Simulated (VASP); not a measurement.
Input:

```
CELL_PARAMETERS angstrom
      4.57000     0.00000     0.00000
      0.00000     4.57000     0.00000
      0.00000     0.00000     4.57000
ATOMIC_POSITIONS crystal
  Cs 0.00000 0.00000 0.00000
  I  0.50000 0.50000 0.50000
```

Level of theory: G0W0 on PBE orbitals, VASP's PBE PAW potentials (set 64) (plane waves; VASP). Run with PREC = Normal, 500 eV cut-off, 4×4×4 Γ-centred mesh, Gaussian smearing of 0.010 eV, potentials Cs_sv_GW I_GW.

The mesh is coarse and the basis finite, so the quasiparticle values are not converged.

NBANDS = 160, ENCUTGW = 200 eV, NOMEGA = 64. The PBE levels (eV) that the step starts from are:

```csv
state,KS energy,filling
"k1 (0.00, 0.00, 0.00), band 5",-5.62,2
"k1 (0.00, 0.00, 0.00), band 6",1.37,2
"k1 (0.00, 0.00, 0.00), band 7",1.37,2
"k1 (0.00, 0.00, 0.00), band 8",1.37,2
"k1 (0.00, 0.00, 0.00), band 9",5.33,0
"k1 (0.00, 0.00, 0.00), band 10",5.65,0
"k1 (0.00, 0.00, 0.00), band 11",5.65,0
"k1 (0.00, 0.00, 0.00), band 12",9.23,0
"k7 (0.25, 0.25, 0.25), band 5",-5.69,2
"k7 (0.25, 0.25, 0.25), band 6",0.73,2
"k7 (0.25, 0.25, 0.25), band 7",0.77,2
"k7 (0.25, 0.25, 0.25), band 8",0.77,2
"k7 (0.25, 0.25, 0.25), band 9",7.43,0
"k7 (0.25, 0.25, 0.25), band 10",7.43,0
"k7 (0.25, 0.25, 0.25), band 11",7.65,0
"k7 (0.25, 0.25, 0.25), band 12",7.73,0
```

Q: Give the quasiparticle energies and renormalisation factors Z.

A: 
```tsv
state	QP energy (eV)	Z
k1 (0.00, 0.00, 0.00), band 5	-7.40	0.79
k1 (0.00, 0.00, 0.00), band 6	0.01	0.79
k1 (0.00, 0.00, 0.00), band 7	0.01	0.79
k1 (0.00, 0.00, 0.00), band 8	0.01	0.79
k1 (0.00, 0.00, 0.00), band 9	5.89	0.83
k1 (0.00, 0.00, 0.00), band 10	6.24	0.83
k1 (0.00, 0.00, 0.00), band 11	6.24	0.83
k1 (0.00, 0.00, 0.00), band 12	10.39	0.81
k7 (0.25, 0.25, 0.25), band 5	-7.45	0.79
k7 (0.25, 0.25, 0.25), band 6	-0.68	0.78
k7 (0.25, 0.25, 0.25), band 7	-0.65	0.78
k7 (0.25, 0.25, 0.25), band 8	-0.65	0.78
k7 (0.25, 0.25, 0.25), band 9	8.19	0.82
k7 (0.25, 0.25, 0.25), band 10	8.19	0.82
k7 (0.25, 0.25, 0.25), band 11	8.39	0.82
k7 (0.25, 0.25, 0.25), band 12	8.53	0.82
```
On the mesh the gap opens from 3.87 to 5.79 eV.

The compound is CsI in the CsCl type structure. The cell was not relaxed at this level.
